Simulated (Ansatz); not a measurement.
The system is Pb.

```
Pb
1.0
     3.48000    0.00000    0.00000
    -1.74000    3.01377    0.00000
     0.00000    0.00000    5.59000
Pb
2
Direct
  0.66667 0.33333 0.75000
  0.33333 0.66667 0.25000
```

This isn't the form of Pb at room conditions, which is fcc.

A run of Ansatz 0.2.0 on this cell left the log below. Logs are shortened: lines on timing, memory, paths and dates and some standing lists are left out, and cuts for length are marked.

```text
Warning: RAYON_NUM_THREADS=2 ignored (pool sized by the plan → 2); use --threads N
Engine: ansatz 0.2.0, aarch64-unknown-linux-gnu
Pseudopotentials: kind: paw
Pseudopotential: Pb, paw, valence charge 14, recommended cutoff 420 eV (normal), Pb.paw.azcp
Functional definition: revPBE
  parameter kappa = 1.245
  parameter beta = 0.06672455060314922
  exchange = pbe_x(kappa = kappa, mu = beta*pi^2/3)
  correlation = pbe_c(beta = beta)
Crystal: 2 atoms, lattice volume = 58.627 Å³
Basis set: ecut = 420 eV, 1117 PW (Γ), exchange–correlation on 48×48×80 points (8 copies of the dense FFT grid, shifted against one another)
Bands: 18, of which v1, the nominal top of the filled ones, is band 14 counted from 1 (13 counted from 0)
Symmetry: 24 space group operations
Space group: P63/mmc (ITA 194), of the structure as read, at distance tolerance 3.9e-5 Å
k-points: 36 of 405
Non-local potential: Pb, projectors of the file, l = 0: 2, l = 1: 2, l = 2: 2, l = 3: 2
PAW form: soft (Blöchl's): semilocal exchange-correlation on the pseudo side does not see the compensation charge
PAW frozen core: Pb, regenerated for the run's functional, and the local potential with it (the file was generated under x = pbe(κ = 0.804, μ = 0.2195149727645171), c = pbe(β = 0.06672455060314922))
PAW one-centre angular grid: Pb, 590 points (default); XC on 64 Gauss nodes
Initial density: superposition of atomic densities (neutral atoms: chi_scale 0, normalization atom), corrected by the library's trained network
Initial wavefunctions: pseudopotential atomic-orbital guess
Functional: x = revpbe(κ = 1.245, μ = 0.2195149727645171), c = pbe(β = 0.06672455060314922)
SCF iter   1: F=—  HF=-23834.403055 eV  |F-HF|=—  |Δ(HF+E_count)|=         —  Δρ=2.21e-3  dr2=3.01e-3  ethr=1.77e-3  ⟨swp⟩=6.4  Hψ=3211  notcnv=0
preconditioner: auto → Kerker (q_TF=auto, 2.412 Å⁻¹)  [metal: Δε(μ)=0.092 eV  Ē_g=16.975 eV  σ=0.050 eV  W_gap=0.38  n_scr=22 (ndim 8)  ℏωp=25.7 eV  f_vac=0.000  D(μ)=1.19/eV (n_scr^D=2)]
SCF iter   2: F=—  HF=-23834.400882 eV  |F-HF|=—  |Δ(HF+E_count)|=   2.17e-3  Δρ=1.09e-3  dr2=9.93e-4  ethr=1.07e-5  ⟨swp⟩=2.0  Hψ=1391  notcnv=0  defer=1
SCF iter   3: F=—  HF=-23834.400685 eV  |F-HF|=—  |Δ(HF+E_count)|=   1.97e-4  Δρ=4.41e-4  dr2=1.89e-4  ethr=3.55e-6  ⟨swp⟩=1.0  Hψ=645  notcnv=0  defer=1
SCF iter   4: F=—  HF=-23834.400642 eV  |F-HF|=—  |Δ(HF+E_count)|=   4.31e-5  Δρ=8.43e-5  dr2=3.23e-6  ethr=6.74e-7  ⟨swp⟩=3.0  Hψ=1147  notcnv=0  defer=1
SCF iter   5: F=—  HF=-23834.400637 eV  |F-HF|=—  |Δ(HF+E_count)|=   5.25e-6  Δρ=1.50e-5  dr2=1.60e-7  ethr=1.15e-8  ⟨swp⟩=2.8  Hψ=1157  notcnv=0  defer=1
SCF iter   6: F=-23834.400637 eV  HF=-23834.400637 eV  |F-HF|=8.59e-10  |Δ(HF+E_count)|=   7.97e-8  Δρ=4.45e-6  dr2=1.09e-8  ethr=3.57e-10  ⟨swp⟩=6.7  Hψ=2985  notcnv=0
[... 66 lines left out ...]
  E_band       = -100.570280
  E_kinetic    = 575.863283
  E_local      = -2130.182824  (includes V_loc(G=0)·N_el)
  E_nonlocal   = 698.834640
  E_hartree    = 843.749330
  E_xc         = -441.158802
  E_vxc        = -263.348976  (∫ρ·V_xc dr)
  E_paw        = -20832.730919  (= ΣΔE_a)
  E_vpaw       = -669.235105  (= ΣTr[D̂ρ^β])
  E_aug_tail   = 0.000101  (compensation charges beyond the density's cutoff)
  E_ewald      = -2548.993686
  E_core_change = 0.110676  (= ΣΔE_core)
  E_smearing   = -0.015724  (= −TS)
  E_closure    = 0.000000  (closes the sum)
  Σ components = -23834.523925   (vs F -23834.523925, Δ=0.00e0)
--- Forces (eV/Å), atoms counted from 1 ---
  atom   1  Pb    -0.00000000    -0.00000000     0.00000000
  atom   2  Pb    -0.00000000     0.00000000    -0.00000000
  max |Σ_I F_I| component: 1.39e-17 eV/Å
--- Stress (GPa, compression-positive) ---
        0.004462      -0.000000      -0.000000
        0.000000       0.004462       0.000000
       -0.000000       0.000000       0.009350
  P = ⅓ Tr σ = 0.0061 GPa (0.061 kbar)
--- Band table (eV; the first three rows and the last of 36) ---
  k-point 0: bands = ["-7.1247", "-7.1244", "-7.1013", "-7.1013", "-7.0877", "-7.0877", "-7.0158", "-7.0158", "-6.9046", "-6.9046", "-1.2818", "1.6424", "6.0722", "15.5502", "15.5502", "16.3168", "17.0425", "17.0425"]
  k-point 1: bands = ["-7.1234", "-7.1231", "-7.1057", "-7.1057", "-7.0922", "-7.0922", "-6.9995", "-6.9995", "-6.9120", "-6.9120", "-1.1149", "1.1100", "6.9733", "14.3985", "15.6783", "15.6783", "16.8905", "16.8905"]
  k-point 2: bands = ["-7.1213", "-7.1210", "-7.1081", "-7.1081", "-7.1019", "-7.1019", "-6.9659", "-6.9659", "-6.9335", "-6.9335", "-0.6194", "0.1711", "9.0080", "11.5801", "16.0296", "16.0296", "16.4950", "16.4950"]
  k-point 35: bands = ["-7.1130", "-7.1130", "-7.0770", "-7.0113", "-7.0003", "-7.0003", "-6.9954", "-6.9899", "-6.9008", "-6.9008", "2.9713", "2.9713", "7.8932", "7.8932", "8.2563", "9.0715", "13.9025", "13.9025"]
--- Relaxed structure (5 steps of the walk, 5 accepted, 1 SCFs on fresh bases) ---
  F+E_penalty+E_count = -23834.52392498 eV   max|allowed force component| = 7.055e-17 eV/Å   (the final SCF, on the basis selected at the relaxed cell)
  cell:  # Å, volume = 65.3683 Å³
    - [3.5441426166817522, -3.3498659523664766e-33, -6.01536429826713e-18]
    - [-1.7720713083408761, 3.069317540681451, 3.007682149133566e-18]
    - [-9.662611042283056e-18, 2.2170490659919996e-33, 6.009164691910238]
  atoms:
    - { symbol: Pb, position: [0.6666666666666667, 0.33333333333333337, 0.7499999999999999] }
    - { symbol: Pb, position: [0.33333333333333337, 0.6666666666666667, 0.25] }
```

Q: Write the input and the command behind it.

A: Relaxation of cell and atoms with revPBE, no spin polarisation. The files as run (others can give the same):

input.yaml
```yaml
crystal:
  lattice:
    - [3.48, 0.0, 0.0]
    - [-1.74, 3.0137684052, 0.0]
    - [0.0, 0.0, 5.59]
  atoms:
    - { symbol: Pb, position: [0.6666666667, 0.3333333333, 0.75] }
    - { symbol: Pb, position: [0.3333333333, 0.6666666667, 0.25] }
hamiltonian:
  xc: revpbe
  pseudopotentials: { kind: paw }
kpoints:
  mp_grid: { grid: [9, 9, 5] }
scf:
  occupations: { method: fermi_dirac, width: 0.05 }
output:
  forces: true
  stress: true
  eigenvalues: true
relax:
  f_tol: 0.01
  max_steps: 40
  cell: { stress_tol: 0.05 }
```

Potentials or basis: Ansatz PAW.
The run is started by
```sh
$ ansatz run input.yaml --threads 2 --pin off --max-ram 5632MiB --backend cpu --events-out ev --progress --plain --runs-dir out
```

Caveat: the plane-wave basis is chosen anew once the cell has moved, so the energies of steps on either side of that aren't comparable; the PAW data sets come from PBE, with cores solved anew for the run's functional, which leaves a small shift of forces and pressure.
